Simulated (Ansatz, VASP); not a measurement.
H in VASP and in Ansatz

```
H
1.0
     1.68975   -2.79998    0.00000
     1.68975    2.79998    0.00000
     0.00000    0.00000    5.99808
H
4
Direct
  0.56781 0.43219 0.99951
  0.43219 0.56781 0.00049
  0.43219 0.56781 0.49951
  0.56781 0.43219 0.50049
```

Change from the starting cell: strain +0.025 along x and y, -0.050 along z, atoms carried along.

Alike in both runs: task single point; functional LDA; k mesh 8 × 8 × 4; occupations gaussian, width 0.05 eV; no spin polarisation.

```csv
,VASP,Ansatz
version,VASP 6.6.1,Ansatz 0.2.0
potentials or method,"VASP PAW LDA potentials, release 64 (H)","scalar-relativistic, plane waves, PAW"
plane-wave cutoff (eV),520,420
valence electrons in the cell,4,4
```

Ansatz gave:

- gap on the k mesh at the Fermi level (eV): 7.44
- least direct gap on the mesh (eV): 7.44
- pressure (GPa): 0.0
- largest component of the traceless stress (GPa): 0.62
- rms of the force components (eV/Å): 0.173

Problem. Which values does VASP return?

Solution. gap on the k mesh at the Fermi level (eV): 7.44; least direct gap on the mesh (eV): 7.44; pressure (GPa): -0.1; largest component of the traceless stress (GPa): 0.64; rms of the force components (eV/Å): 0.181.

Atom by atom the forces differ by 0.008 eV/Å (rms over components).

A k mesh can miss the band edges.
